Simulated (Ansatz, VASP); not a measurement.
**One calculation of HfO2, two programs**

```
Hf O
1.0
     3.55024    0.00000    0.00000
     0.00000    3.55024    0.00000
     0.00000    0.00000    5.30426
Hf O
2 4
Cartesian
  1.7751 1.7751 2.6521
  0.0000 0.0000 0.0000
  0.0000 1.7751 3.6847
  1.7751 0.0000 4.2717
  1.7751 0.0000 1.6195
  0.0000 1.7751 1.0326
```

Change from the starting cell: biaxial strain in the a-b plane, c and atoms relaxed: -1.5 %.

Alike in both runs: functional PBE; k mesh 6 × 6 × 4; occupations gaussian, width 0.02 eV; no spin polarisation.

Ansatz relaxed the structure, and its values are those at the end. VASP's run is a single point on that final structure, the one shown.

|  | VASP | Ansatz |
| --- | --- | --- |
| version | VASP 6.6.1 | Ansatz 0.2.0 |
| potentials or method | VASP PAW PBE potentials, release 64 (Hf_pv, O) | scalar-relativistic, plane waves, PAW |
| plane-wave cutoff (eV) | 520 | 420 |
| valence electrons in the cell | 44 | 76 |

Ansatz gave:

| Quantity | Value |
| --- | --- |
| gap on the k mesh at the Fermi level (eV) | 4.69 |
| least direct gap on the mesh (eV) | 4.75 |
| pressure (GPa) | 5.8 |
| rms of the force components (eV/Å) | 0.000 |

Q: Which values does VASP return?

A: gap on the k mesh at the Fermi level (eV): 4.67; least direct gap on the mesh (eV): 4.73; pressure (GPa): 2.5; rms of the force components (eV/Å): 0.023.

With one functional, cell and mesh, what is left measures potentials, basis and numerics. The two sets of potentials don't hold the same shells in valence.

Caveats: spin-orbit coupling is left out, which moves the levels of the heavy elements. A k mesh can miss the band edges.
